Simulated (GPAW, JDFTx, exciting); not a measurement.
ZnSe: programs and potentials compared

```xyz
2
Lattice="0.0000 2.8338 2.8338 2.8338 0.0000 2.8338 2.8338 2.8338 0.0000" Properties=species:S:1:pos:R:3 pbc="T T T"
Se    1.4169    1.4169    1.4169
Zn    0.0000    0.0000    0.0000
```

Alike in all runs: task single point; functional LDA; k mesh 8 × 8 × 8; occupations gaussian, width 0.1 eV; no spin polarisation; no spin-orbit coupling. LDA stands for any of its common fits. Pressure is positive in compression and, in plane waves, holds the error of the finite cutoff.

| program and potentials | plane-wave cutoff (eV) | notes | band gap (eV) | pressure (GPa) |
| --- | --- | --- | --- | --- |
| JDFTx, PseudoDojo-SR-LDA-0.4.1-standard with smoothed tails | 1170 | 18 valence electrons an atom on average | 1.03 | -3.43 |
| GPAW, the program's PAW data sets (release 1.2.1) made for this functional | 600 | 9 valence electrons an atom on average | ? | ? |
| exciting, all-electron LAPW+lo, shipped species files, valence relativity iora* | - | - | 1.03 | - |

Problem. Estimate from the other rows what the run with GPAW, the program's PAW data sets (release 1.2.1) made for this functional gave.

Solution. Band gap 1.04 eV; pressure -3.63 GPa. The other rows, which needn't bracket it: band gap 1.03; pressure -3.43.
